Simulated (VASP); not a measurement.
Write the native input for VASP 6.6.1 that does the following.

```yaml
Task: single point
Functional: PBE
Dispersion: D3(BJ)
Potentials_or_basis: VASP PAW PBE potentials, release 64 (B, N)
Cutoff: 520 eV
k_mesh: 8 × 8 × 8
Occupations: gaussian, width 0.1 eV
Spin: no spin polarisation
Dipole_correction: no
Further_INCAR_settings: ALGO = Normal; EDIFF = 1e-07; NBANDS = 11
```

The structure of BN lies in POSCAR:

```
BN
1.0
    0.0000000000      3.4953158300      2.1660912400
    1.2516321000      0.0000000000      2.1660912400
    1.2516321000      3.4953158300      0.0000000000
B N
1 1
Direct
    0.0000486500      0.0000486500      0.9999513500
    0.6666513400      0.6666513400      0.3333486600
```

Measurements of this composition are mostly on another form, of space group No. 194.

The input as run:

INCAR

```
  PREC = Accurate
  ENCUT = 520
  EDIFF = 1E-7
  ISMEAR = 0
  SIGMA = 0.1
  LREAL = False
  LASPH = True
  NELM = 100
  ALGO = Normal
  ISIF = 2
  LWAVE = False
  LCHARG = False
  GGA = PE
  IVDW = 12
  NBANDS = 11
```

KPOINTS

```
Automatic mesh
0
Gamma
  8 8 8
```

Potentials or basis: VASP PAW PBE potentials, release 64 (B, N).

The run is started by

```console
$ cat potpaw_PBE.64/B/POTCAR potpaw_PBE.64/N/POTCAR > POTCAR
$ mpirun -np 1 vasp_std > vasp.out
```

It gave:

```json
{
  "Pressure": "0.9 GPa",
  "Largest force": "0.010 eV/Å",
  "Band gap on the k mesh": "3.82 eV, indirect (least direct gap 4.80 eV)",
  "Dispersion energy per atom": "-0.133 eV"
}
```

Run time: 38 s on 1 thread of Intel(R) Xeon(R) Platinum 8375C CPU @ 2.90GHz (Ice Lake), with other jobs on the host, peak memory 0.16 GiB.
